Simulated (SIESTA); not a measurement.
Runs of SIESTA 5.4.2 on InP. The structure is cubic, space group F-43m (No. 216). Conventional cell: a = 5.861 Å, b = 5.861 Å, c = 5.861 Å, α = 90.00°, β = 90.00°, γ = 90.00°. Around In (site symmetry -43m) lie 4 P at 2.54 Å. P (site symmetry -43m) has 4 In at 2.54 Å as nearest neighbours. 

| task | level | potentials or basis | gap on the mesh (eV) | pressure (GPa) |
| --- | --- | --- | --- | --- |
| band structure | LDA | PseudoDojo 0.4 standard (LDA files), DZP (energy shift 0.003 Ry; two zetas on semicore shells) | 0.64 | -1.0 |
| band structure | AM05 | PseudoDojo 0.4 standard (PBEsol files), DZP (energy shift 0.003 Ry; two zetas on semicore shells) | (b) | 1.1 |
| band structure | PBEsol | PseudoDojo 0.4 standard (PBEsol files), DZP (energy shift 0.003 Ry; two zetas on semicore shells) | (a) | 1.0 |
| band structure | vdW-DF-cx | PseudoDojo 0.4 standard (PBE files), DZP (energy shift 0.003 Ry; two zetas on semicore shells) | 0.76 | 1.9 |

Alike in all rows: no spin polarisation; cell as given; k mesh 8 × 8 × 8; smearing fermi-dirac 0.05 eV; grid cutoff 500 Ry; energy shift 0.003 Ry.

Question: Fill in the values left out.

Answer: (a) 0.77; (b) 0.83.

Caveats: spin-orbit coupling is left out, which moves the levels of the heavy elements; the basis of atomic orbitals isn't converged, which shifts pressures, moduli and gaps; the potentials were made for another functional, which shifts forces and pressure (some runs).

A k mesh can miss the band edges, and the runs leave out spin-orbit coupling on In.

Runs at the PBE level aren't shown here.
